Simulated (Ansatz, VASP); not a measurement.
# C: VASP beside Ansatz

The input INCAR:

```
ALGO = Normal
EDIFF = 1E-6
ENCUT = 520
GGA = CA
ISIF = 2
ISMEAR = 0
LASPH = T
LCHARG = F
LREAL = F
LWAVE = F
NBANDS = 11
NELM = 100
PREC = Accurate
SIGMA = 0.05
```

Contents of KPOINTS:

```
k-points
0
Gamma
  12 12 12
```

Contents of POSCAR:

```
C
1.0
    1.2280263465      0.7090013417      3.2633355684
   -1.2280263465      0.7090013417      3.2633355684
    0.0000000000     -1.4180026834      3.2633355684
C
2
Direct
    0.1640000000      0.1640000000      0.1640000000
    0.8360000000      0.8360000000      0.8360000000
```

Input for Ansatz:

```yaml
crystal:
  lattice:
    - [1.2280263465, 0.7090013417, 3.2633355684]
    - [-1.2280263465, 0.7090013417, 3.2633355684]
    - [0.0, -1.4180026834, 3.2633355684]
  atoms:
    - { symbol: C, position: [0.164, 0.164, 0.164] }
    - { symbol: C, position: [0.836, 0.836, 0.836] }
basis:
  ecutwfc: 420
kpoints:
  mp_grid: { grid: [12, 12, 12] }
hamiltonian:
  xc: lda
scf:
  occupations: { method: gaussian, width: 0.05 }
output:
  forces: true
  stress: true
  eigenvalues: true
```

Change from the starting cell: strain +0.000 along x and y, -0.025 along z, atoms carried along.

Alike in both runs: task single point; functional LDA; k mesh 12 × 12 × 12; occupations gaussian, width 0.05 eV; no spin polarisation.

|  | VASP | Ansatz |
| --- | --- | --- |
| version | VASP 6.6.1 | Ansatz 0.2.0 |
| potentials or method | VASP PAW LDA potentials, release 64 (C) | scalar-relativistic, plane waves, PAW |
| plane-wave cutoff (eV) | 520 | 420 |
| valence electrons in the cell | 8 | 8 |

|  | VASP | Ansatz | Ansatz less VASP |
| --- | --- | --- | --- |
| gap on the k mesh at the Fermi level (eV) | 0.89 | 0.88 | -0.002 |
| least direct gap on the mesh (eV) | 0.89 | 0.88 | -0.002 |
| pressure (GPa) | -3.2 | -4.0 | -0.84 |
| largest component of the traceless stress (GPa) | 2.93 | 3.87 | +0.935 |
| rms of the force components (eV/Å) | 0.495 | 0.499 | +0.0034 |

Atom by atom the forces differ by 0.003 eV/Å (rms over components).
